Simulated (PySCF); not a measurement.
Isomers of C4H10O. Method used: PySCF 2.14.0, PBE0-D3(BJ)/def2-SVP geometry optimisation, gas phase. Energies are electronic, without zero-point or thermal terms, for one conformer each. No frequencies were run at this level. Point groups hold within 0.08 Å.

Task: Order them by energy at this level, lowest first, and give relative energies in kcal/mol.
A. `CC(C)(C)O`
B. `[CH3:1][CH2:2][C@H:3]([CH3:4])[OH:5]` with C1–C2–C3–C4 -178°, C2–C3–O5–H -177°

Result: A (0.0), B (2.7).

| SMILES | E (Eh) | E rel (kcal/mol) | dipole (D) | point group | A, B, C (MHz) |
| --- | --- | --- | --- | --- | --- |
| CC(C)(C)O | -233.23647 | 0.0 | 1.49 | Cs | 4745, 4721, 4526 |
| CC[C@H](C)O | -233.23219 | 2.7 | 1.50 | C1 | 8198, 3477, 2699 |

Task: How do the relative energies change in single points at PBE0/pcSseg-1 (no added dispersion term) on the same geometries?

Result: 
| SMILES | PBE0-D3(BJ)/def2-SVP (kcal/mol) | PBE0/pcSseg-1 (kcal/mol) | shift |
| --- | --- | --- | --- |
| CC(C)(C)O | 0.0 | 0.0 | 0.0 |
| CC[C@H](C)O | 2.7 | 3.0 | +0.3 |

Each column counts from its own lowest isomer. The order is unchanged; the largest shift is 0.3 kcal/mol.
